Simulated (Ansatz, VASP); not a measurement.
# One calculation of Hf, two programs

File INCAR:

```
SYSTEM = Hf
ALGO = Normal ; EDIFF = 1E-6
ENCUT = 520 ; GGA = PE
ISIF = 2 ; ISMEAR = -1
LASPH = .TRUE. ; LCHARG = .FALSE.
LREAL = .FALSE. ; LWAVE = .FALSE.
NBANDS = 17 ; NELM = 80
PREC = Accurate ; SIGMA = 0.1
```

Contents of KPOINTS:

```
k-points
0
G
  12 12 7
  0 0 0
```

Contents of POSCAR:

```
Hf
1.0
    1.6016142160     -2.7740771961      0.0000000000
    1.6016142159      2.7740771961      0.0000000000
    0.0000000000      0.0000000000      5.0729617522
Hf
2
Direct
    0.6666666670      0.3333333330      0.2500000000
    0.3333333330      0.6666666670      0.7500000000
```

Input for Ansatz:

```yaml
crystal:
  lattice:
    - [1.601614216, -2.7740771961, 0.0]
    - [1.6016142159, 2.7740771961, 0.0]
    - [0.0, 0.0, 5.0729617522]
  atoms:
    - { symbol: Hf, position: [0.666666667, 0.333333333, 0.25] }
    - { symbol: Hf, position: [0.333333333, 0.666666667, 0.75] }
kpoints:
  mp_grid: { grid: [12, 12, 7] }
scf:
  occupations: { method: fermi_dirac, width: 0.1 }
hamiltonian:
  xc: pbe
  pseudopotentials: { kind: all_electron, lapw: { basis_error: 0.001 } }
output:
  forces: true
  stress: true
  eigenvalues: true
```

Alike in both runs: task single point; functional PBE; k mesh 12 × 12 × 7; occupations fermi-dirac, width 0.1 eV; no spin polarisation.

|  | VASP | Ansatz |
| --- | --- | --- |
| version | VASP 6.6.1 | Ansatz 0.2.0 |
| potentials or method | VASP PAW PBE potentials, release 64 (Hf_pv) | all-electron LAPW, scalar-relativistic |
| plane-wave cutoff (eV) | 520 | see its input |

```csv
,VASP,Ansatz,Ansatz less VASP
pressure (GPa),-0.4,0.1,+0.45
largest component of the traceless stress (GPa),0.08,0.01,-0.069
```

Ansatz ran all-electron here, so the differences hold the error of VASP's frozen core and of both bases.

The runs have no spin-orbit coupling, so splittings on Hf are missing.
